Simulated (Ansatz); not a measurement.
Input and command of a plane-wave DFT calculation in Ansatz:

```yaml
crystal:
  lattice:
    - [0.0, 2.3609927699, 2.3609927699]
    - [2.3609927699, 0.0, 2.3609927699]
    - [2.3609927699, 2.3609927699, 0.0]
  atoms:
    - { symbol: Cd, position: [0.0, 0.0, 0.0] }
    - { symbol: O, position: [0.5, 0.5, 0.5], spin: 1.0 }
basis:
  ecutwfc: 420
kpoints:
  mp_grid: { grid: [6, 6, 6] }
hamiltonian:
  xc: pbe
scf:
  occupations: { method: gaussian, width: 0.1 }
  lower_state_search: "off"
output:
  forces: true
  stress: true
  eigenvalues: true
  populations: true
magnetization:
  spin_polarized: true
```

```bash
ansatz run input.yaml --threads 1 --pin off --max-ram 2560MiB --backend cpu --events-out ev --progress --plain --runs-dir out
```

Processor: Arm Neoverse N1, 1 thread, on a host shared with other jobs.

How long does it run, and how much memory does it take?

About 3.6 s on 1 thread of Arm Neoverse N1 (shared host), peak memory 0.26 GiB. It solves 18 bands at 16 k points (the mesh reduced by the symmetry that the task leaves, which can be less than the crystal's) with about 531 plane waves, in 15 SCF iterations.
